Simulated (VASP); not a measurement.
Input of a VASP 6.6.1 run:

Contents of INCAR:

```
SYSTEM = Sn
PREC = Accurate ; ENCUT = 600
EDIFF = 1E-7 ; ISMEAR = 0
SIGMA = 0.1 ; LREAL = .False.
LASPH = .True. ; NELM = 60
ALGO = Normal ; ISIF = 3
LWAVE = .False. ; LCHARG = .False.
GGA = CA ; IBRION = 2
NSW = 90 ; EDIFFG = -0.005
```

The input KPOINTS:

```
Automatic mesh
0
Gamma
  16 16 16
  0 0 0
```

The input POSCAR:

```
Sn
1.0
   -2.9161500000      2.9161500000      1.5911500000
    2.9161500000     -2.9161500000      1.5911500000
    2.9161500000      2.9161500000     -1.5911500000
Sn
2
Direct
    0.0000000000      0.0000000000      0.0000000000
    0.7500000000      0.2500000000      0.5000000000
```

Potentials or basis: VASP PAW LDA potentials, release 64 (Sn_d).

The run is started by

```console
$ cat potpaw_LDA.64/Sn_d/POTCAR > POTCAR
$ mpirun -np 1 vasp_std > vasp.out
```

Estimate the space group after relaxing (to 0.05 Å).

I4_1/amd (No. 141).

What does it give for the band gap on the k mesh?

None (metal or under the smearing width).

The path:
```csv
step,energy change (eV),largest force (eV/Å),pressure (GPa),volume (Å³)
1,0.0000,0.0000,-1.81,54.12
2,-0.0094,0.0000,0.76,51.76
3,-0.0107,0.0000,0.05,52.35
4,-0.0110,0.0000,0.04,52.37
5,-0.0111,0.0000,0.02,52.38
6,-0.0111,0.0000,0.01,52.38
```

LDA usually gives volumes a few per cent too small. Zero-point motion and thermal expansion aren't in these numbers.
